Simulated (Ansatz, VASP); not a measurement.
Two plane-wave programs on BeTe

```
CELL_PARAMETERS angstrom
0.00000 2.82433 2.82433
2.82433 0.00000 2.82433
2.82433 2.82433 0.00000
ATOMIC_POSITIONS crystal
Te 0.75000 0.75000 0.75000
Be 0.00000 0.00000 0.00000
```

Alike in both runs: task single point; functional LDA; k mesh 8 × 8 × 8; occupations fermi-dirac, width 0.05 eV; no spin polarisation.

|  | VASP | Ansatz |
| --- | --- | --- |
| version | VASP 6.6.1 | Ansatz 0.2.0 |
| potentials or method | VASP PAW LDA potentials, release 64 (Te, Be) | Ansatz PAW |
| plane-wave cutoff (eV) | 520 | 420 |
| valence electrons in the cell | 8 | 18 |

```csv
,VASP,Ansatz,Ansatz less VASP
gap on the k mesh at the Fermi level (eV),1.89,1.91,+0.018
least direct gap on the mesh (eV),3.59,3.63,+0.034
pressure (GPa),-2.7,-2.9,-0.23
```

The two sets of potentials don't hold the same shells in valence.

Caveats: spin-orbit coupling is left out, which moves the levels of the heavy elements; the PAW data sets come from PBE, with cores solved anew for the run's functional, which leaves a small shift of forces and pressure (Ansatz). LDA gaps usually lie below the measured ones, often by a third to a half. A k mesh can miss the band edges.
